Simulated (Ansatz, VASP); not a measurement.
Os: VASP beside Ansatz

```xyz
1
Lattice="0.0000 1.9103 1.9103 1.9103 0.0000 1.9103 1.9103 1.9103 0.0000" Properties=species:S:1:pos:R:3 pbc="T T T"
Os    0.0000    0.0000    0.0000
```

Alike in both runs: functional PBEsol; k mesh 18 × 18 × 18; occupations gaussian, width 0.1 eV; no spin polarisation.

Ansatz relaxed the structure, and its values are those at the end. VASP's run is a single point on that final structure, the one shown.

|  | VASP | Ansatz |
| --- | --- | --- |
| version | VASP 6.6.1 | Ansatz 0.2.0 |
| potentials or method | VASP PAW PBE potentials, release 64 (Os) | scalar-relativistic, plane waves, PAW |
| plane-wave cutoff (eV) | 520 | 420 |
| valence electrons in the cell | 8 | 16 |

|  | VASP | Ansatz | Ansatz less VASP |
| --- | --- | --- | --- |
| gap on the k mesh at the Fermi level (eV) | none | none | - |
| pressure (GPa) | 0.5 | -0.1 | -0.53 |

A gap of «none» marks a metal or a gap that the smearing closes. The two sets of potentials don't hold the same shells in valence.

Caveats: the PAW data sets were made with another functional, which shifts forces and pressure a little (VASP). Spin-orbit coupling is left out, which matters for the levels of Os.
